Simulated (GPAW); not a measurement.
Si2Ni:

```
CELL_PARAMETERS angstrom
0.00000 2.70300 2.70300
2.70300 0.00000 2.70300
2.70300 2.70300 0.00000
ATOMIC_POSITIONS crystal
Ni 0.00000 0.00000 0.00000
Si 0.75000 0.75000 0.75000
Si 0.25000 0.25000 0.25000
```

Base run:

```yaml
Program: GPAW 26.7.0
Functional: PBEsol
Potentials_or_basis: PAW data sets generated in the run's folder for this functional
Cutoff: 600 eV
Basis: pw
k_mesh: 9 × 9 × 9
Occupations: fermi-dirac, width 0.05 eV
Spin: collinear spin, ferromagnetic start
Starting_moments: "[1.0, 0.0, 0.0] μB"
Hubbard_terms: Ni d U = 3 eV
```

Its results: pressure -0.8 GPa; net moment 0.00 μB per cell.

Task: The run is repeated on the same cell with these changes: hubbard terms from Ni d U = 3 eV to none. What comes out?

Result: Pressure 0.4 GPa; net moment 0.00 μB per cell.

Caveats: the stock nickel data set gives pressures a few GPa off other programs; the U is typed as a test and isn't derived for this compound (some runs).
